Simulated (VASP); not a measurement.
Set up this calculation in VASP 6.6.1, as the native input.

* Task: single point
* Functional: PBEsol
* Potentials or basis: VASP PAW PBE potentials, release 64 (Be, C)
* Cutoff: 520 eV
* k mesh: 5 × 5 × 3
* Occupations: gaussian, width 0.05 eV
* Spin: no spin polarisation
* Dipole correction: no
* Further INCAR settings: LREAL = Auto; ALGO = Fast; EDIFF = 1e-07; NBANDS = 32

The structure of Be16C (a cell with a defect) lies in POSCAR:

```
Be16C
1.0
   -2.2900000000     -3.9663960000      0.0000000000
    3.4350000000     -1.9831980000      0.0000000000
    0.0000000000      0.0000000000      7.1768600000
Be C
16 1
Direct
    0.7555791741      0.4933369166     -0.0062978796
    0.5001917334      0.3355406316      0.2329740304
    0.7704438351      0.5097063704      0.5073645020
    0.5002847234      0.3339700194      0.7567932215
    0.5002636526     -0.0005499958     -0.0062022946
    0.2303323672      0.8236684486      0.2433412384
    0.5003038107     -0.0022484057      0.5174290707
    0.2450765461      0.8402329812      0.7568449155
    0.2449760622      0.4934035466     -0.0062608160
    0.0002530845      0.3010612994      0.2425212419
    0.2303295452      0.5096010651      0.5072981778
    0.0003927806      0.3362947504      0.7562262605
    0.0002696747     -0.0028280771     -0.0055858690
    0.7702132173      0.8236804272      0.2432813236
    0.0003977964      0.0323589385      0.5081417221
    0.7556321378      0.8400586887      0.7568574558
    0.5003856938      0.6664373330      0.3753177573
```

The cell was built by a generator and needn't be a form met in nature.

One way to write it, as run:

INCAR

```
SYSTEM = Be16C
PREC     = Accurate       ! precision mode
ENCUT    = 520            ! plane-wave cutoff, eV
EDIFF    = 1E-7           ! SCF threshold, eV
ISMEAR   = 0              ! smearing method
SIGMA    = 0.05           ! smearing width, eV
LREAL    = Auto         
LASPH    = .True.         ! aspherical terms in the spheres
NELM     = 100            ! most SCF steps
ALGO     = Fast           ! electronic algorithm
ISIF     = 2              ! what is computed and relaxed
LWAVE    = .False.        ! write WAVECAR
LCHARG   = .True.         ! write CHGCAR
GGA      = PS             ! functional
LELF     = .True.         ! ELF
LVHAR    = .True.       
NBANDS   = 32             ! bands
```

KPOINTS

```
Automatic mesh
0
Gamma
  5 5 3
  0 0 0
```

Potentials or basis: VASP PAW PBE potentials, release 64 (Be, C).

The run is started by

```bash
$ cat potpaw_PBE.64/Be/POTCAR potpaw_PBE.64/C/POTCAR > POTCAR
$ mpirun -np 1 vasp_std > vasp.out
```

It gave:

* Pressure: 8.1 GPa
* Largest force: 0.035 eV/Å
* Band gap on the k mesh: none (metal or under the smearing width)

Caveat: the PAW data sets were made with another functional, which shifts forces and pressure a little.

Run time: 2.2 min on 1 thread of Intel(R) Xeon(R) Platinum 8559C (Emerald Rapids) (shared host), peak memory 0.27 GiB.
